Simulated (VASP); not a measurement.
# InP (F-43m) in VASP: further runs

One crystal, InP, is run at these levels: HSE06, PBE; tasks: band structure.

Program: VASP 6.6.1. These are calculated values, not measurements. Logs are shortened: lines on timing, memory, paths and dates and some standing lists are left out, and cuts for length are marked.

**Experimental background.**

From a printed reference work, data compilation, for a bulk crystal of InP at 1.6 K: band gap 1.4236 eV (direct).

The results are compared with them further down.

## 1. The crystal as given

The structure is cubic, space group F-43m (No. 216). Conventional cell: a = 5.879 Å, b = 5.879 Å, c = 5.879 Å, α = 90.00°, β = 90.00°, γ = 90.00°. In (site symmetry -43m) has 4 P at 2.55 Å as nearest neighbours. Around P (site symmetry -43m) lie 4 In at 2.55 Å.

## 2. Band structure, HSE06, spin-orbit coupling, no magnetisation

POSCAR reads:

```
InP                                     
1.0
    0.0000000000      2.9393308167      2.9393308167
    2.9393308167      0.0000000000      2.9393308167
    2.9393308167      2.9393308167      0.0000000000
  In              P             
     1     1
Direct
     0.0000000000000000    0.0000000000000000    0.0000000000000000
     0.2500000000000000    0.2500000000000000    0.2500000000000000
```

INCAR.step1 reads:

```
SYSTEM = InP
PREC = Accurate
ENCUT = 520
EDIFF = 1E-5
ISMEAR = 0
SIGMA = 0.03
LREAL = .FALSE.
LASPH = .TRUE.
NELM = 80
ALGO = Normal
ISIF = 2
LWAVE = .TRUE.
LCHARG = .FALSE.
MAGMOM = 0 0 0 0 0 0
LORBIT = 11
LSORBIT = .TRUE.
GGA_COMPAT = .FALSE.
NBANDS = 30
KPAR = 4
GGA = PE
```

INCAR.step2 reads:

```
SYSTEM = InP
PREC = Accurate
ENCUT = 520
EDIFF = 1E-6
ISMEAR = 0
SIGMA = 0.03
LREAL = .FALSE.
LASPH = .TRUE.
NELM = 80
ALGO = Normal
ISIF = 2
LWAVE = .FALSE.
LCHARG = .FALSE.
MAGMOM = 0 0 0 0 0 0
LORBIT = 11
LSORBIT = .TRUE.
GGA_COMPAT = .FALSE.
GGA = PE
LHFCALC = .TRUE.
HFSCREEN = 0.2
PRECFOCK = Fast
NBANDS = 30
KPAR = 4
ISTART = 1
```

KPOINTS reads:

```
regular mesh
0
G
  4 4 4
  0 0 0
```

KPOINTS_OPT reads:

```
explicit points
6
Reciprocal
 0.0000000000  0.0000000000  0.0000000000 1
 0.3750000000  0.3750000000  0.7500000000 1
 0.5000000000  0.5000000000  0.5000000000 1
 0.6250000000  0.2500000000  0.6250000000 1
 0.5000000000  0.2500000000  0.7500000000 1
 0.5000000000  0.0000000000  0.5000000000 1
```

Potentials or basis: VASP PAW PBE potentials, release 64 (In_d, P).

Launch:

```sh
$ cat potpaw_PBE.64/In_d/POTCAR potpaw_PBE.64/P/POTCAR > POTCAR
$ cp INCAR.step1 INCAR
$ mpirun -np 4 vasp_ncl > vasp.out
$ cp INCAR.step2 INCAR
$ mpirun -np 4 vasp_ncl > vasp.out
```

OUTCAR:

```text
SYSTEM = InP
   PREC = Accurate
   ENCUT = 520
   EDIFF = 1E-6
   ISMEAR = 0
   LREAL = .FALSE.
   LASPH = .TRUE.
   NELM = 80
   ISIF = 2
   LORBIT = 11
   LSORBIT = .TRUE.
   GGA = PE
   LHFCALC = .TRUE.
   HFSCREEN = 0.2
   PRECFOCK = Fast
   ISTART = 1

 ion  position               nearest neighbor table
   1  0.000  0.000  0.000-   2 2.55   2 2.55   2 2.55   2 2.55
   2  0.250  0.250  0.250-   1 2.55   1 2.55   1 2.55   1 2.55

  LATTYP: Found a face centered cubic cell.
 ALAT       =     5.8786616334

  Lattice vectors:

 A1 = (   0.0000000000,   2.9393308167,   2.9393308167)
 A2 = (   2.9393308167,   0.0000000000,   2.9393308167)
 A3 = (   2.9393308167,   2.9393308167,   0.0000000000)

Analysis of symmetry for initial positions (statically):
=====================================================================
 Subroutine PRICEL returns:
 Original cell was already a primitive cell.

 Routine SETGRP: Setting up the symmetry group for a
 face centered cubic supercell.

 Subroutine GETGRP returns: Found 24 space group operations
 (whereof 24 operations were pure point group operations)
 out of a pool of 48 trial point group operations.

The static configuration has the point symmetry T_d .

Analysis of symmetry for dynamics (positions and initial velocities):
=====================================================================
 Subroutine PRICEL returns:
 Original cell was already a primitive cell.

 Routine SETGRP: Setting up the symmetry group for a
 face centered cubic supercell.

 Subroutine GETGRP returns: Found 24 space group operations
 (whereof 24 operations were pure point group operations)
 out of a pool of 48 trial point group operations.

The dynamic configuration has the point symmetry T_d .

Analysis of structural, dynamic, and magnetic symmetry:
=====================================================================
 Subroutine PRICEL returns:
 Original cell was already a primitive cell.

 Routine SETGRP: Setting up the symmetry group for a
 face centered cubic supercell.

 Subroutine GETGRP returns: Found 24 space group operations
 (whereof 24 operations were pure point group operations)
 out of a pool of 48 trial point group operations.

The overall configuration has the point symmetry T_d .

 Subroutine INISYM returns: Found 24 space group operations
 (whereof 24 operations are pure point group operations),
 and found     1 'primitive' translations

----------------------------------------------------------------------------------------

                                     Primitive cell

  volume of cell :      50.7897

  direct lattice vectors                    reciprocal lattice vectors
     0.000000000  2.939330817  2.939330817    -0.170106746  0.170106746  0.170106746
     2.939330817  0.000000000  2.939330817     0.170106746 -0.170106746  0.170106746
     2.939330817  2.939330817  0.000000000     0.170106746  0.170106746 -0.170106746

  length of vectors
     4.156841505  4.156841505  4.156841505     0.294633526  0.294633526  0.294633526

  position of ions in fractional coordinates (direct lattice)
     0.000000000  0.000000000  0.000000000
     0.250000000  0.250000000  0.250000000

  ion indices of the primitive-cell ions
   primitive index   ion index
                 1           1
                 2           2

----------------------------------------------------------------------------------------

 KPOINTS: regular mesh

Automatic generation of k-mesh.
 Grid dimensions read from file:
 generate k-points for:    4    4    4

 Generating k-lattice:

  Cartesian coordinates                     Fractional coordinates (reciprocal lattice)
    -0.042526686  0.042526686  0.042526686     0.250000000  0.000000000  0.000000000
     0.042526686 -0.042526686  0.042526686     0.000000000  0.250000000  0.000000000
     0.042526686  0.042526686 -0.042526686     0.000000000  0.000000000  0.250000000

  Length of vectors
     0.073658382  0.073658382  0.073658382

  Shift w.r.t. Gamma in fractional coordinates (k-lattice)
     0.000000000  0.000000000  0.000000000

[... 33 lines left out ...]
   ENCUT  =  520.0 eV  38.22 Ry    6.18 a.u.   7.73  7.73  7.73*2*pi/ulx,y,z
   NELM   =     80;   NELMIN=  2; NELMDL=  0     # of ELM steps
   EDIFF  = 0.1E-05   stopping-criterion for ELM
   LREAL  =      F    real-space projection
   EDIFFG = 0.1E-04   stopping-criterion for IOM
   NSW    =      0    number of steps for IOM
   IBRION =     -1    ionic relax: 0-MD 1-quasi-New 2-CG
   NFREE  =      0    steps in history (QN), initial steepest desc. (CG)
   ISIF   =      2    stress and relaxation
   ISYM   =      3    0-nonsym 1-usesym 2-fastsym
   POTIM  = 0.5000    time-step for ionic-motion
   TEBEG  =    0.0;   TEEND  =   0.0 temperature during run
   PSTRESS=    0.0 pullay stress
   NELECT =      18.0000    total number of electrons
   NUPDOWN=      -1.0000    fix difference up-down
   EMIN   =  10.00;   EMAX   =-10.00  energy-range for DOS
   EFERMI =   0.00;   METHOD = LEGACY
   ISMEAR =     0;   SIGMA  =   0.03  broadening in eV -4-tet -1-fermi 0-gaus
   EFERMI_NEDOS =   21; number of points for ismear=-14 and -15
   IALGO  =     38    algorithm
   IMIX   =      1    mixing-type and parameters
     AMIX     =   0.40;   BMIX     =  1.00
     AMIX_MAG =   1.60;   BMIX_MAG =  1.00
  volume/ion in A,a.u.               =      25.39       171.37
  Fermi-wavevector in a.u.,A,eV,Ry     =   1.158530  2.189304 18.261620  1.342191
  Thomas-Fermi vector in A             =   2.295131
   LORBIT       =     11    0 simple, 1 ext, 2 COOP (PROOUT), +10 PAW based schemes
   GGA     = PE    functional components
   LHFCALC =     T    Hartree Fock is set to
   PRECFOCK=fast      Normal, Fast or Accurate (Low or Medium for compatibility)
   ENCUT4O =  -1.0   cutoff for four orbital integrals eV
   NKREDX  =     1    reduce k-point grid by
   NKREDY  =     1    reduce k-point grid by
   NKREDZ  =     1    reduce k-point grid by
   AEXX    =    0.2500 exact exchange contribution
   HFSCREEN=    0.2000 screening length (either q_TF or 0.3 A-1)
   HFSCREENC=   0.2000 screening length for correlation (either q_TF or 0.3 A-1)
   ENCUTFOCK=  -1.0 apply spherical cutoff to Coloumb kernel
   IVDW    =     0    specifies the selected vdW correction
   LEPSILON=     F    determine dielectric tensor
   LRPA    =     F    only Hartree local field effects (RPA)
 Gauss-broadening in eV      SIGMA  =   0.03
  energy-cutoff  :      520.00
  volume of cell :       50.79
 maximum number of plane-waves:      2768
 NGX is ok and might be reduce to    32
  NGX = 18; NGY = 18; NGZ = 18

 number of electron      18.0000007 magnetization       0.0000000      0.0000000     -0.0000000

 number of electron      18.0000007 magnetization       0.0000000     -0.0000000     -0.0000000

 Free energy of the ion-electron system (eV)
  ---------------------------------------------------
  ext. energy  EPLUGINS =         0.00000000
  ---------------------------------------------------
  free energy    TOTEN  =        -9.96318833 eV

  energy without entropy =       -9.96318833  energy(sigma->0) =       -9.96318833

 E-fermi :   4.9169     XC(G=0):  -7.6718

 val. band max:        4.7105981094   @ k =   0.0000   0.0000   0.0000
 cond. band min:       6.1738253283   @ k =   0.0000   0.0000   0.0000
 fundamental gap:      1.4632272189
 Fermi energy:         4.9168689834

 k-point     1 :       0.0000    0.0000    0.0000
  band No.  band energies     occupation
      1     -11.6859      1.00000
      2     -11.6859      1.00000
      3     -11.6859      1.00000
      4     -11.6859      1.00000
      5     -10.8667      1.00000
      6     -10.8667      1.00000
[... 319 lines left out ...]
     29      17.1850      0.00000
     30      17.3103      0.00000

------------------------ aborting loop because EDIFF is reached ----------------------------------------

  FORCE on cell =-STRESS in cart. coord.  units (eV):
  Direction    XX          YY          ZZ          XY          YZ          ZX
  --------------------------------------------------------------------------------------
  -------------------------------------------------------------------------------------
  Total        0.2386970      0.2386970      0.2386970      0.0000000      0.0000000      0.0000000
  in kB        7.5297787      7.5297787      7.5297787      0.0000000      0.0000000      0.0000000
  external PRESSURE =       7.5297787 kB  Pullay stress =       0.0000000 kB

 VOLUME and BASIS-vectors are now :
 -----------------------------------------------------------------------------
  energy-cutoff  :      520.00
  volume of cell :       50.79
      direct lattice vectors                 reciprocal lattice vectors
     0.000000000  2.939330817  2.939330817    -0.170106746  0.170106746  0.170106746
     2.939330817  0.000000000  2.939330817     0.170106746 -0.170106746  0.170106746
     2.939330817  2.939330817  0.000000000     0.170106746  0.170106746 -0.170106746

 POSITION                                       TOTAL-FORCE (eV/Angst)
 -----------------------------------------------------------------------------------
      0.00000      0.00000      0.00000         0.000000      0.000000     -0.000000
      1.46967      1.46967      1.46967        -0.000000     -0.000000      0.000000
 -----------------------------------------------------------------------------------
    total drift:                                0.000004     -0.000002      0.000010

  FREE ENERGIE OF THE ION-ELECTRON SYSTEM (eV)
  ---------------------------------------------------
  free  energy   TOTEN  =        -9.9631883346 eV

  energy  without entropy=       -9.9631883346  energy(sigma->0) =       -9.96318833

 Spin-Orbit-Coupling matrix elements

 Ion:    1  E_soc:     -0.0674804
 l=   1
     0.0000000    -0.0050164    -0.0050164
    -0.0050164     0.0000000    -0.0050165
    -0.0050164    -0.0050165     0.0000000
 l=   2
     0.0000000    -0.0012837     0.0000000    -0.0012837    -0.0049466
    -0.0012837     0.0000000    -0.0037100    -0.0012837    -0.0012367
     0.0000000    -0.0037100     0.0000000    -0.0037100     0.0000000
    -0.0012837    -0.0012837    -0.0037100     0.0000000    -0.0012366
    -0.0049466    -0.0012367     0.0000000    -0.0012366     0.0000000
 l=   3
     0.0000000     0.0000000     0.0000000     0.0000000     0.0000000     0.0000000     0.0000000
     0.0000000     0.0000000     0.0000000     0.0000000     0.0000000     0.0000000     0.0000000
     0.0000000     0.0000000     0.0000000     0.0000000     0.0000000     0.0000000     0.0000000
     0.0000000     0.0000000     0.0000000     0.0000000     0.0000000     0.0000000     0.0000000
     0.0000000     0.0000000     0.0000000     0.0000000     0.0000000     0.0000000     0.0000000
     0.0000000     0.0000000     0.0000000     0.0000000     0.0000000     0.0000000     0.0000000
     0.0000000     0.0000000     0.0000000     0.0000000     0.0000000     0.0000000     0.0000000

 Ion:    2  E_soc:     -0.0009565
 l=   1
     0.0000000    -0.0001594    -0.0001594
    -0.0001594     0.0000000    -0.0001594
    -0.0001594    -0.0001594     0.0000000
 l=   2
     0.0000000     0.0000000     0.0000000     0.0000000     0.0000000
     0.0000000     0.0000000     0.0000000     0.0000000     0.0000000
     0.0000000     0.0000000     0.0000000     0.0000000     0.0000000
     0.0000000     0.0000000     0.0000000     0.0000000     0.0000000
     0.0000000     0.0000000     0.0000000     0.0000000     0.0000000
 l=   3
     0.0000000     0.0000000     0.0000000     0.0000000     0.0000000     0.0000000     0.0000000
     0.0000000     0.0000000     0.0000000     0.0000000     0.0000000     0.0000000     0.0000000
     0.0000000     0.0000000     0.0000000     0.0000000     0.0000000     0.0000000     0.0000000
     0.0000000     0.0000000     0.0000000     0.0000000     0.0000000     0.0000000     0.0000000
     0.0000000     0.0000000     0.0000000     0.0000000     0.0000000     0.0000000     0.0000000
     0.0000000     0.0000000     0.0000000     0.0000000     0.0000000     0.0000000     0.0000000
     0.0000000     0.0000000     0.0000000     0.0000000     0.0000000     0.0000000     0.0000000

 total charge

# of ion       s       p       d       tot
------------------------------------------
    1        0.830   0.783   9.917  11.530
    2        1.012   1.528   0.000   2.541
--------------------------------------------------
tot          1.842   2.311   9.917  14.070

 magnetization (x)

# of ion       s       p       d       tot
------------------------------------------
    1       -0.000  -0.000   0.000  -0.000
    2        0.000   0.000   0.000   0.000
--------------------------------------------------
tot          0.000  -0.000   0.000  -0.000

 magnetization (y)

# of ion       s       p       d       tot
------------------------------------------
    1       -0.000   0.000   0.000  -0.000
    2        0.000   0.000   0.000   0.000
--------------------------------------------------
tot          0.000   0.000   0.000   0.000

 magnetization (z)

# of ion       s       p       d       tot
------------------------------------------
    1       -0.000  -0.000   0.000  -0.000
    2        0.000   0.000   0.000   0.000
--------------------------------------------------
tot         -0.000  -0.000   0.000  -0.000
```

Wall time 9.5 min (4 MPI ranks of Intel Xeon Platinum 8488C (Sapphire Rapids), shared host); peak memory 0.41 GiB.

Results:

| Property | Result |
| --- | --- |
| Free energy | -9.9632 eV |
| Pressure | 0.8 GPa |
| Valence electrons inside the program's atomic spheres | In 11.53; P 2.54 |

Caveat: the k mesh is coarse (spacing up to 0.46 Å⁻¹), so the values aren't converged, least of all with exact exchange; the PAW data sets were made with another functional, which shifts forces and pressure a little.

## 3. Band structure, PBE

INCAR reads:

```
SYSTEM = InP
PREC = Accurate ; ENCUT = 520
EDIFF = 1E-6 ; ISMEAR = 0
SIGMA = 0.03 ; LREAL = .False.
LASPH = .True. ; NELM = 80
ALGO = Normal ; ISIF = 2
LWAVE = .False. ; LCHARG = .False.
GGA = PE ; KPAR = 8
```

KPOINTS reads:

```
Automatic mesh
0
Gamma
  8 8 8
  0 0 0
```

POSCAR reads:

```
InP                                     
1.0
    0.0000000000      2.9393308168      2.9393308168
    2.9393308168      0.0000000000      2.9393308168
    2.9393308168      2.9393308168      0.0000000000
  In              P             
     1     1
Direct
     0.0000000000000000    0.0000000000000000    0.0000000000000000
     0.2500000000000000    0.2500000000000000    0.2500000000000000
```

KPOINTS_OPT is that of step 2.

Potentials or basis: VASP PAW PBE potentials, release 64 (In_d, P).

Launch:

```sh
$ cat potpaw_PBE.64/In_d/POTCAR potpaw_PBE.64/P/POTCAR > POTCAR
$ mpirun -np 8 vasp_std > vasp.out
```

Wall time 4.8 s (8 MPI ranks of Intel Xeon Platinum 8488C (Sapphire Rapids), shared host); peak memory 0.2 GiB.

It converged, with:

| Property | Result |
| --- | --- |
| Free energy | -8.3893 eV |
| Pressure | 2.6 GPa |
| Band gap on the k mesh | 0.66 eV, direct |
| Band gap along the path | 0.66 eV, direct |

Levels at points of the mesh, in eV from the valence-band top:
```csv
k point,band 6,band 7,band 8,band 9,band 10,band 11,band 12,band 13
"(0.00, 0.00, 0.00)",-11.46,0.00,0.00,0.00,0.66,4.09,4.09,4.09
"(0.50, 0.00, 0.00)",-9.76,-5.68,-0.96,-0.96,1.48,4.81,4.81,7.08
"(0.50, 0.50, 0.00)",-9.12,-5.71,-2.29,-2.29,1.78,2.27,9.16,9.54
```

Caveat: spin-orbit coupling is left out, which moves the levels of the heavy elements.

## 4. Comparison with measurements

Step 3. Measured gap of InP: 1.4236 eV (direct; 1.6 K; a printed reference work, data compilation). This calculation gives 0.66 eV (-0.76 eV). Spin-orbit coupling on In is left out. The value is that of PBE, without temperature or zero-point motion. Semilocal functionals fall short of measured gaps as a rule.
